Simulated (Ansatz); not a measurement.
**One atom moved over a plane in PtS$_{2}$**

Level of theory: Ansatz, DFT PBE, scalar-relativistic, plane waves, PAW. Settings: plane waves to 420 eV, k-mesh 12×12×8 (Γ-centred), Gaussian smearing 0.05 eV. Spin–orbit coupling is left out, which can shift energies with elements as heavy as these. No spin polarisation. Energies are free energies at this smearing, counted from the undisturbed cell; pressure is positive in compression.

The undisturbed cell (as given, not relaxed at this level; it stands at 2.4 GPa):

```
Pt S
1.0
     3.54320    0.00000    0.00000
    -1.77160    3.06850    0.00000
     0.00000    0.00000    5.03880
Pt S
1 2
Direct
  0.00000 0.00000 0.00000
  0.33333 0.66667 0.25000
  0.66667 0.33333 0.75000
```

The cell holds layers and no dispersion correction was added, so their binding is poorly described.

Atom 2 (S) is moved by p along (0.707, 0.707, 0.000) and q along (0.000, 0.000, 1.000) (Å), all else fixed. Points are written (p, q).

Energy above the undisturbed cell in eV/cell (a dash: not computed):

| p \ q | -0.300 | -0.150 | 0.000 | 0.150 | 0.300 |
| --- | --- | --- | --- | --- | --- |
| -0.300 | 1.10 | 0.56 | 0.35 | 0.39 | 0.63 |
| -0.150 | 0.62 | – | 0.09 | – | ? |
| 0.000 | 0.45 | 0.08 | 0.00 | ? | 0.48 |
| 0.150 | ? | – | 0.11 | – | 0.53 |
| 0.300 | 1.34 | 0.72 | ? | – | 0.68 |

Problem. Fill in the withheld energies.

Solution. (-0.150, 0.300): 0.52; (0.000, 0.150): 0.16; (0.150, -0.300): 0.65; (0.300, 0.000): 0.45.